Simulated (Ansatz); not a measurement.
# CdF$_{2}$: strain energy, fitted

CdF$_{2}$, Fm-3m, a = 5.481 Å. Ansatz: PBE, PAW, 420 eV, Γ-centred 6×6×4 mesh on 6 atoms, Gaussian smearing 0.02 eV; no spin polarisation. Series: biaxial strain in the a-b plane, c and atoms relaxed; x is the strain in per cent. The axes a, b, c are those of the computed cell (3.876, 3.876, 5.481 Å), along [1 1 0], [-1 1 0], [0 0 1] of the cell named above. y is the free energy over the unstrained cell, V0 = 13.725 Å³/atom.

```tsv
x (%)	y (meV/atom)
-6.0	?
-4.0	26.03
-2.0	6.36
0.0	0.00
2.0	6.00
4.0	23.50
6.0	51.46
```

Q: Fit y = c2 x² + c3 x³ to the other rows, turn c2 into a modulus, and predict the missing energy.

A: Least squares on the rows shown. y = 1.5478 x² − 0.019741 x³. In eV per unit strain² c2 is 15.48; M is the biaxial modulus (E = M V0 ε²): 15.48 × 160.2 / (13.725) = 181 GPa. At x = -6.0 the fit asked for gives 59.98 meV/atom. The run gave 60.04 meV/atom, so the fit is 0.06 meV/atom too low, a small miss on the scale of the series.